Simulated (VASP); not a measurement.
# SnSe2 (P-3m1) in VASP: a series of runs, part 2 of 2

VASP 6.6.1. Earlier steps stand in the parts before.

### Step 3. Single point, LDA

Contents of INCAR:

```
SYSTEM = SnSe2
PREC     = Normal         ! precision mode
ENCUT    = 450            ! plane-wave cutoff, eV
EDIFF    = 1E-7           ! SCF threshold, eV
ISMEAR   = 0              ! smearing method
SIGMA    = 0.05           ! smearing width, eV
LREAL    = .False.        ! projectors in reciprocal space
LASPH    = .True.         ! aspherical terms in the spheres
NELM     = 100            ! most SCF steps
ALGO     = Normal         ! electronic algorithm
ISIF     = 2              ! what is computed and relaxed
LWAVE    = .False.        ! write WAVECAR
LCHARG   = .False.        ! write CHGCAR
NBANDS   = 20             ! bands
ADDGRID  = .False.
```

Contents of KPOINTS:

```
regular mesh
0
Gamma
  5 5 3
  0 0 0
```

Contents of POSCAR:

```
SnSe2
1.0
    3.8110000000      0.0000000000      0.0000000000
   -1.9055000000      3.3004228138      0.0000000000
    0.0000000000      0.0000000000      6.1360000000
Sn Se
1 2
Direct
    0.0255860000      0.0074750000      0.0043360000
    0.6613810000      0.3516810000      0.7467700000
    0.3595740000      0.6870860000      0.2661230000
```

Potentials or basis: VASP PAW LDA potentials, release 64 (Sn_d, Se).

The run is started by

```bash
cat potpaw_LDA.64/Sn_d/POTCAR potpaw_LDA.64/Se/POTCAR > POTCAR
mpirun -np 1 vasp_std > vasp.out
```

OUTCAR:

```text
SYSTEM = SnSe2
   PREC = Normal
   ENCUT = 450
   EDIFF = 1E-7
   ISMEAR = 0
   LREAL = .False.
   LASPH = .True.
   NELM = 100
   ISIF = 2

 Found     38 irreducible k-points:

 Following reciprocal coordinates:
            Coordinates               Weight
  0.000000  0.000000  0.000000      1.000000
  0.200000 -0.000000  0.000000      2.000000
  0.000000  0.200000  0.000000      2.000000
 -0.200000  0.200000  0.000000      2.000000
  0.400000 -0.000000  0.000000      2.000000
  0.000000  0.400000  0.000000      2.000000
   k-points           NKPTS =     38   k-points in BZ     NKDIM =     38   number of bands    NBANDS=     20
   number of dos      NEDOS =    301   number of ions     NIONS =      3
   total plane-waves  NPLWV =  12800
   dimension x,y,z NGX =    20 NGY =   20 NGZ =   32
   dimension x,y,z NGXF=    40 NGYF=   40 NGZF=   64
   ions per type =               1   2
   NGX,Y,Z   is equivalent  to a cutoff of   8.72,  8.72,  8.67 a.u.
   NGXF,Y,Z  is equivalent  to a cutoff of  17.45, 17.45, 17.34 a.u.
 SYSTEM =  SnSe2
   PREC   = normal    normal or accurate (medium, high low for compatibility)
   ISTART =      0    job   : 0-new  1-cont  2-samecut
   ICHARG =      2    charge: 1-file 2-atom 10-const
   ISPIN  =      1    spin polarized calculation?
   LNONCOLLINEAR =      F non collinear calculations
   LSORBIT =      F    spin-orbit coupling
   LASPH  =      T    aspherical Exc in radial PAW
   ENCUT  =  450.0 eV  33.07 Ry    5.75 a.u.   6.59  6.59 10.61*2*pi/ulx,y,z
   NELM   =    100;   NELMIN=  2; NELMDL= -5     # of ELM steps
   EDIFF  = 0.1E-06   stopping-criterion for ELM
   LREAL  =      F    real-space projection
   EDIFFG = 0.1E-05   stopping-criterion for IOM
   NSW    =      0    number of steps for IOM
   IBRION =     -1    ionic relax: 0-MD 1-quasi-New 2-CG
   NFREE  =      0    steps in history (QN), initial steepest desc. (CG)
   ISIF   =      2    stress and relaxation
   ISYM   =      2    0-nonsym 1-usesym 2-fastsym
   POTIM  = 0.5000    time-step for ionic-motion
   TEBEG  =    0.0;   TEEND  =   0.0 temperature during run
   PSTRESS=    0.0 pullay stress
   NELECT =      26.0000    total number of electrons
   NUPDOWN=      -1.0000    fix difference up-down
   EMIN   =  10.00;   EMAX   =-10.00  energy-range for DOS
   EFERMI =   0.00;   METHOD = LEGACY
   ISMEAR =     0;   SIGMA  =   0.05  broadening in eV -4-tet -1-fermi 0-gaus
   EFERMI_NEDOS =   21; number of points for ismear=-14 and -15
   IALGO  =     38    algorithm
   IMIX   =      4    mixing-type and parameters
     AMIX     =   0.40;   BMIX     =  1.00
     AMIX_MAG =   1.60;   BMIX_MAG =  1.00
  volume/ion in A,a.u.               =      25.73       173.61
  Fermi-wavevector in a.u.,A,eV,Ry     =   1.139116  2.152617 17.654722  1.297585
  Thomas-Fermi vector in A             =   2.275820
   LORBIT       =      0    0 simple, 1 ext, 2 COOP (PROOUT), +10 PAW based schemes
   GGA     = CA    functional components
   LHFCALC =     F    Hartree Fock is set to
   AEXX    =    0.0000 exact exchange contribution
   IVDW    =     0    specifies the selected vdW correction
   LEPSILON=     F    determine dielectric tensor
   LRPA    =     F    only Hartree local field effects (RPA)
 non-spin polarized calculation
 Gauss-broadening in eV      SIGMA  =   0.05
  energy-cutoff  :      450.00
  volume of cell :       77.18
 maximum number of plane-waves:      1701
   NGX = 13   NGY = 13   NGZ = 21

 number of electron      26.0000017 magnetization

 Free energy of the ion-electron system (eV)
  ---------------------------------------------------
  ext. energy  EPLUGINS =         0.00000000
  ---------------------------------------------------
  free energy    TOTEN  =       -13.70106351 eV

  energy without entropy =      -13.70106351  energy(sigma->0) =      -13.70106351

 E-fermi :   4.3642     XC(G=0):  -9.8230

 val. band max:        4.1590779797   @ k =   0.2000  -0.0000   0.0000
 cond. band min:       4.5685482164   @ k =   0.4000  -0.4000   0.3333
 fundamental gap:      0.4094702367
 Fermi energy:         4.3641546396

 k-point     1 :       0.0000    0.0000    0.0000
  band No.  band energies     occupation
      1     -17.0603      2.00000
      2     -17.0563      2.00000
      3     -17.0168      2.00000
      4     -17.0058      2.00000
      5     -17.0046      2.00000
      6      -9.7493      2.00000
[... 12 lines left out ...]
     19      13.0712      0.00000
     20      13.2536      0.00000

 k-point     2 :       0.2000   -0.0000    0.0000
  band No.  band energies     occupation
      1     -17.0779      2.00000
      2     -17.0436      2.00000
      3     -17.0170      2.00000
      4     -17.0035      2.00000
      5     -17.0012      2.00000
      6      -9.3656      2.00000
[... 12 lines left out ...]
     19      12.0403      0.00000
     20      13.4698      0.00000

 k-point     3 :       0.0000    0.2000    0.0000
  band No.  band energies     occupation
      1     -17.0739      2.00000
      2     -17.0473      2.00000
      3     -17.0152      2.00000
      4     -17.0058      2.00000
      5     -17.0008      2.00000
      6      -9.3648      2.00000
[... 12 lines left out ...]
     19      12.1307      0.00000
     20      13.4697      0.00000

 k-point     4 :      -0.2000    0.2000    0.0000
  band No.  band energies     occupation
      1     -17.0736      2.00000
      2     -17.0467      2.00000
      3     -17.0147      2.00000
      4     -17.0066      2.00000
      5     -17.0011      2.00000
      6      -9.3669      2.00000
[... 12 lines left out ...]
     19      12.1946      0.00000
     20      13.4933      0.00000

 k-point     5 :       0.4000   -0.0000    0.0000
  band No.  band energies     occupation
      1     -17.1097      2.00000
      2     -17.0343      2.00000
      3     -17.0288      2.00000
      4     -16.9880      2.00000
      5     -16.9811      2.00000
      6      -8.4487      2.00000
[... 12 lines left out ...]
     19      13.5745      0.00000
     20      14.5195      0.00000

 k-point     6 :       0.0000    0.4000    0.0000
  band No.  band energies     occupation
      1     -17.1046      2.00000
      2     -17.0379      2.00000
      3     -17.0270      2.00000
      4     -16.9904      2.00000
      5     -16.9815      2.00000
      6      -8.4319      2.00000
[... 12 lines left out ...]
     19      13.5925      0.00000
     20      14.4294      0.00000

 [... further k-points ...]

------------------------ aborting loop because EDIFF is reached ----------------------------------------

  FORCE on cell =-STRESS in cart. coord.  units (eV):
  Direction    XX          YY          ZZ          XY          YZ          ZX
  --------------------------------------------------------------------------------------
  -------------------------------------------------------------------------------------
  Total       -0.3700309     -0.3999609     -0.7396046      0.0750290     -0.1039493     -0.5015905
  in kB       -7.6816535     -8.3029847    -15.3538161      1.5575640     -2.1579342    -10.4127643
  external PRESSURE =     -10.4461514 kB  Pullay stress =       0.0000000 kB

 VOLUME and BASIS-vectors are now :
 -----------------------------------------------------------------------------
  energy-cutoff  :      450.00
  volume of cell :       77.18
      direct lattice vectors                 reciprocal lattice vectors
     3.811000000  0.000000000  0.000000000     0.262398321  0.151495741  0.000000000
    -1.905500000  3.300422814  0.000000000     0.000000000  0.302991482  0.000000000
     0.000000000  0.000000000  6.136000000     0.000000000  0.000000000  0.162972621

 POSITION                                       TOTAL-FORCE (eV/Angst)
 -----------------------------------------------------------------------------------
      0.08326      0.02467      0.02661        -0.374181      0.110401      0.271406
      1.85039      1.16070      4.58218         0.388724     -0.023058      0.005262
      0.06109      2.26767      1.63293        -0.014542     -0.087343     -0.276667
 -----------------------------------------------------------------------------------
    total drift:                                0.001040     -0.001239     -0.003359

  FREE ENERGIE OF THE ION-ELECTRON SYSTEM (eV)
  ---------------------------------------------------
  free  energy   TOTEN  =       -13.7010635129 eV

  energy  without entropy=      -13.7010635129  energy(sigma->0) =      -13.70106351
```

It took 10 s on 1 thread of Intel Xeon 6975P-C (Granite Rapids), shared host; peak memory 0.15 GiB.

The run converged, but some of its settings lie outside the range that counts as converged, so its numbers aren't taken as properties of the crystal.

Results:

| Property | Result |
| --- | --- |
| Free energy | -13.7011 eV |
| Pressure | -1.0 GPa |
| Largest force | 0.475 eV/Å |
| Band gap on the k mesh | 0.41 eV, indirect (least direct gap 0.86 eV) |

Caveat: spin-orbit coupling is left out, which moves the levels of the heavy elements; an odd mesh through Γ misses points on the zone boundary, where band edges often lie.

### Step 4. Single point, LDA

Edit INCAR of step 3 so:

```diff
@@ -1,3 +1,3 @@
 SYSTEM = SnSe2
-PREC     = Normal         ! precision mode
+PREC     = Accurate       ! precision mode
 ENCUT    = 450            ! plane-wave cutoff, eV
@@ -6,3 +6,3 @@
 SIGMA    = 0.05           ! smearing width, eV
-LREAL    = .False.        ! projectors in reciprocal space
+LREAL    = Auto         
 LASPH    = .True.         ! aspherical terms in the spheres
```

KPOINTS is that of step 3.

Contents of POSCAR:

```
SnSe2
1.0
    3.8110000000      0.0000000000      0.0000000000
   -1.9055000000      3.3004228138      0.0000000000
    0.0000000000      0.0000000000      6.1360000000
Sn Se
1 2
Direct
    0.0000000000      0.0000000000      0.0000000000
    0.6666666667      0.3333333333      0.7510000000
    0.3333333333      0.6666666667      0.2490000000
```

Potentials or basis: VASP PAW LDA potentials, release 64 (Sn_d, Se).

The run is started by

```bash
cat potpaw_LDA.64/Sn_d/POTCAR potpaw_LDA.64/Se/POTCAR > POTCAR
mpirun -np 1 vasp_std > vasp.out
```

OUTCAR:

```text
SYSTEM = SnSe2
   PREC = Accurate
   ENCUT = 450
   EDIFF = 1E-7
   ISMEAR = 0
   LREAL = Auto
   LASPH = .True.
   NELM = 100
   ISIF = 2

 Found     12 irreducible k-points:

 Following reciprocal coordinates:
            Coordinates               Weight
  0.000000  0.000000  0.000000      1.000000
  0.200000 -0.000000  0.000000      6.000000
  0.400000 -0.000000  0.000000      6.000000
  0.200000  0.200000  0.000000      6.000000
  0.400000  0.200000  0.000000      6.000000
  0.000000  0.000000  0.333333      2.000000
   k-points           NKPTS =     12   k-points in BZ     NKDIM =     12   number of bands    NBANDS=     20
   number of dos      NEDOS =    301   number of ions     NIONS =      3
   total plane-waves  NPLWV =  32928
   dimension x,y,z NGX =    28 NGY =   28 NGZ =   42
   dimension x,y,z NGXF=    56 NGYF=   56 NGZF=   84
   ions per type =               1   2
   NGX,Y,Z   is equivalent  to a cutoff of  12.21, 12.21, 11.38 a.u.
   NGXF,Y,Z  is equivalent  to a cutoff of  24.43, 24.43, 22.76 a.u.
 SYSTEM =  SnSe2
   PREC   = accura    normal or accurate (medium, high low for compatibility)
   ISTART =      0    job   : 0-new  1-cont  2-samecut
   ICHARG =      2    charge: 1-file 2-atom 10-const
   ISPIN  =      1    spin polarized calculation?
   LNONCOLLINEAR =      F non collinear calculations
   LSORBIT =      F    spin-orbit coupling
   LASPH  =      T    aspherical Exc in radial PAW
   ENCUT  =  450.0 eV  33.07 Ry    5.75 a.u.   6.59  6.59 10.61*2*pi/ulx,y,z
   NELM   =    100;   NELMIN=  2; NELMDL= -5     # of ELM steps
   EDIFF  = 0.1E-06   stopping-criterion for ELM
   LREAL  =      T    real-space projection
   EDIFFG = 0.1E-05   stopping-criterion for IOM
   NSW    =      0    number of steps for IOM
   IBRION =     -1    ionic relax: 0-MD 1-quasi-New 2-CG
   NFREE  =      0    steps in history (QN), initial steepest desc. (CG)
   ISIF   =      2    stress and relaxation
   ISYM   =      2    0-nonsym 1-usesym 2-fastsym
   POTIM  = 0.5000    time-step for ionic-motion
   TEBEG  =    0.0;   TEEND  =   0.0 temperature during run
   PSTRESS=    0.0 pullay stress
   NELECT =      26.0000    total number of electrons
   NUPDOWN=      -1.0000    fix difference up-down
   EMIN   =  10.00;   EMAX   =-10.00  energy-range for DOS
   EFERMI =   0.00;   METHOD = LEGACY
   ISMEAR =     0;   SIGMA  =   0.05  broadening in eV -4-tet -1-fermi 0-gaus
   EFERMI_NEDOS =   21; number of points for ismear=-14 and -15
   IALGO  =     38    algorithm
   IMIX   =      4    mixing-type and parameters
     AMIX     =   0.40;   BMIX     =  1.00
     AMIX_MAG =   1.60;   BMIX_MAG =  1.00
  volume/ion in A,a.u.               =      25.73       173.61
  Fermi-wavevector in a.u.,A,eV,Ry     =   1.139116  2.152617 17.654722  1.297585
  Thomas-Fermi vector in A             =   2.275820
   LORBIT       =      0    0 simple, 1 ext, 2 COOP (PROOUT), +10 PAW based schemes
   GGA     = CA    functional components
   LHFCALC =     F    Hartree Fock is set to
   AEXX    =    0.0000 exact exchange contribution
   IVDW    =     0    specifies the selected vdW correction
   LEPSILON=     F    determine dielectric tensor
   LRPA    =     F    only Hartree local field effects (RPA)
 non-spin polarized calculation
 Gauss-broadening in eV      SIGMA  =   0.05
  energy-cutoff  :      450.00
  volume of cell :       77.18
 maximum number of plane-waves:      1701
 NGX is ok and might be reduce to    28
   NGX = 13   NGY = 13   NGZ = 21

 number of electron      25.9999998 magnetization

 Free energy of the ion-electron system (eV)
  ---------------------------------------------------
  ext. energy  EPLUGINS =         0.00000000
  ---------------------------------------------------
  free energy    TOTEN  =       -13.71731422 eV

  energy without entropy =      -13.71731422  energy(sigma->0) =      -13.71731422

 E-fermi :   4.3854     XC(G=0):  -9.7781

 val. band max:        4.1061515671   @ k =   0.0000   0.0000   0.0000
 cond. band min:       4.7670187168   @ k =   0.0000   0.4000   0.3333
 fundamental gap:      0.6608671497
 Fermi energy:         4.3853800888

 k-point     1 :       0.0000    0.0000    0.0000
  band No.  band energies     occupation
      1     -17.0941      2.00000
      2     -17.0941      2.00000
      3     -17.0532      2.00000
      4     -17.0374      2.00000
      5     -17.0374      2.00000
      6      -9.9355      2.00000
[... 12 lines left out ...]
     19      13.0352      0.00000
     20      13.0352      0.00000
[... 93 lines left out ...]
 k-point     6 :       0.0000    0.0000    0.3333
  band No.  band energies     occupation
      1     -17.0941      2.00000
      2     -17.0941      2.00000
      3     -17.0531      2.00000
      4     -17.0374      2.00000
      5     -17.0374      2.00000
      6      -9.8127      2.00000
[... 12 lines left out ...]
     19      12.5658      0.00000
     20      12.5659      0.00000

 [... further k-points ...]

------------------------ aborting loop because EDIFF is reached ----------------------------------------

  FORCE on cell =-STRESS in cart. coord.  units (eV):
  Direction    XX          YY          ZZ          XY          YZ          ZX
  --------------------------------------------------------------------------------------
  -------------------------------------------------------------------------------------
  Total        0.3357348      0.3357348      0.9421662     -0.0000000      0.0000000      0.0000000
  in kB        6.9696846      6.9696846     19.5588902     -0.0000000      0.0000000      0.0000000
  external PRESSURE =      11.1660864 kB  Pullay stress =       0.0000000 kB

 VOLUME and BASIS-vectors are now :
 -----------------------------------------------------------------------------
  energy-cutoff  :      450.00
  volume of cell :       77.18
      direct lattice vectors                 reciprocal lattice vectors
     3.811000000  0.000000000  0.000000000     0.262398321  0.151495741  0.000000000
    -1.905500000  3.300422814  0.000000000     0.000000000  0.302991482  0.000000000
     0.000000000  0.000000000  6.136000000     0.000000000  0.000000000  0.162972621

 POSITION                                       TOTAL-FORCE (eV/Angst)
 -----------------------------------------------------------------------------------
      0.00000      0.00000      0.00000         0.000000      0.000000      0.000000
      1.90550      1.10014      4.60814         0.000000     -0.000000     -0.456113
     -0.00000      2.20028      1.52786        -0.000000      0.000000      0.456113
 -----------------------------------------------------------------------------------
    total drift:                                0.000000      0.000000      0.000000

  FREE ENERGIE OF THE ION-ELECTRON SYSTEM (eV)
  ---------------------------------------------------
  free  energy   TOTEN  =       -13.7173142241 eV

  energy  without entropy=      -13.7173142241  energy(sigma->0) =      -13.71731422
```

stdout:

```text
POSCAR found type information on POSCAR SnSe
 POSCAR found :  2 types and       3 ions
 scaLAPACK will be used
 -----------------------------------------------------------------------------
|                                                                             |
|                                                                             |
|     You have a (more or less) 'small supercell' and for smaller cells       |
|     it is recommended to use the reciprocal-space projection scheme!        |
|     The real-space optimization is not efficient for small cells and it     |
|     is also less accurate ...                                               |
|     Therefore, set LREAL=.FALSE. in the INCAR file.                         |
|                                                                             |
 -----------------------------------------------------------------------------

 LDA part: xc-table for (Slater(with rela. corr.)+CA(PZ))
 , standard interpolation
 POSCAR, INCAR and KPOINTS ok, starting setup
 FFT: planning ... GRIDC
 FFT: planning ... GRID_SOFT
 FFT: planning ... GRID
 WAVECAR not read
 entering main loop
```

Run time: 11 s. Hardware: 1 thread of Intel Xeon 6975P-C (Granite Rapids), shared host; peak memory 0.15 GiB.

The run converged, but some of its settings lie outside the range that counts as converged, so its numbers aren't taken as properties of the crystal.

What came out:

- Free energy: -13.7173 eV
- Pressure: 1.1 GPa
- Largest force: 0.456 eV/Å
- Band gap on the k mesh: 0.66 eV, indirect (least direct gap 0.89 eV)

Caveat: spin-orbit coupling is left out, which moves the levels of the heavy elements; an odd mesh through Γ misses points on the zone boundary, where band edges often lie.

### Step 5. Single point, LDA

INCAR is that of step 4.

KPOINTS is that of step 4.

Contents of POSCAR:

```
SnSe2
1.0
    3.8110000000      0.0000000000      0.0000000000
   -1.9055000000      3.3004228138      0.0000000000
    0.0000000000      0.0000000000      6.1360000000
Sn Se
1 2
Direct
    0.0255860000      0.0074750000      0.0043360000
    0.6613810000      0.3516810000      0.7467700000
    0.3595740000      0.6870860000      0.2661230000
```

The run is started by

```bash
cat potpaw_LDA.64/Sn_d/POTCAR potpaw_LDA.64/Se/POTCAR > POTCAR
mpirun -np 1 vasp_std > vasp.out
```

Wall time 33 s (1 thread of Intel Xeon 6975P-C (Granite Rapids), shared host); peak memory 0.17 GiB.

These settings aren't checked as converged: the numbers below hold their error.

Results:

```
Free energy            : -13.7023 eV
Pressure               : -1.0 GPa
Largest force          : 0.478 eV/Å
Band gap on the k mesh : 0.41 eV, indirect (least direct gap 0.86 eV)
```

Caveat: spin-orbit coupling is left out, which moves the levels of the heavy elements; an odd mesh through Γ misses points on the zone boundary, where band edges often lie.

### Step 6. For comparison

An earlier run on the cell as given: functional PBEsol; potentials or basis VASP PAW PBE potentials, release 64 (Sn_d, Se); cutoff 520 eV; k mesh 8 × 8 × 5; occupations fermi-dirac, width 0.05 eV; no spin polarisation.

* Pressure: 2.6 GPa
* Largest force: 0.622 eV/Å
* Band gap on the k mesh: 0.73 eV, indirect (least direct gap 1.00 eV)
